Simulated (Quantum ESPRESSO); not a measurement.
HfO2:

```
Hf O
1.0
     5.21946    0.00000    0.00000
     0.00000    5.00476    0.00000
     0.00000    0.00000    5.03269
Hf O
4 8
Direct
  0.96699 0.73252 0.74144
  0.53301 0.73252 0.24144
  0.46699 0.26748 0.74144
  0.03301 0.26748 0.24144
  0.63213 0.92865 0.87927
  0.86787 0.92865 0.37927
  0.23395 0.53988 0.49229
  0.26605 0.53988 0.99229
  0.76605 0.46012 0.99229
  0.73395 0.46012 0.49229
  0.13213 0.07135 0.87927
  0.36787 0.07135 0.37927
```

Measurements of this composition are mostly on another form, of space group No. 14.

Base run:

```yaml
Program: Quantum ESPRESSO 7.5
Functional: PBE
Potentials_or_basis: SSSP 1.3 efficiency PBE
Cutoff: 816 eV
Density_cutoff: 5987 eV
k_mesh: 5 × 6 × 5
Occupations: fermi-dirac, width 0.05 eV
Spin: no spin polarisation
```

Its results: band gap on the k mesh 4.48 eV, indirect (least direct gap 4.68 eV); pressure 7.6 GPa; largest force 0.085 eV/Å.

**Question.** The run is repeated on the same cell with these changes: functional from PBE to PBEsol; potentials or basis from SSSP 1.3 efficiency PBE to GBRV 1.5 PBEsol; cutoff from 816 eV to 612 eV; density cutoff from 5987 eV to 4898 eV. What comes out?

**Answer.** Band gap on the k mesh 4.39 eV, indirect (least direct gap 4.61 eV); pressure -0.1 GPa; largest force 0.077 eV/Å.

Caveats: spin-orbit coupling is left out, which moves the levels of the heavy elements; some levels on the path didn't converge (some runs).

A k mesh can miss the band edges.
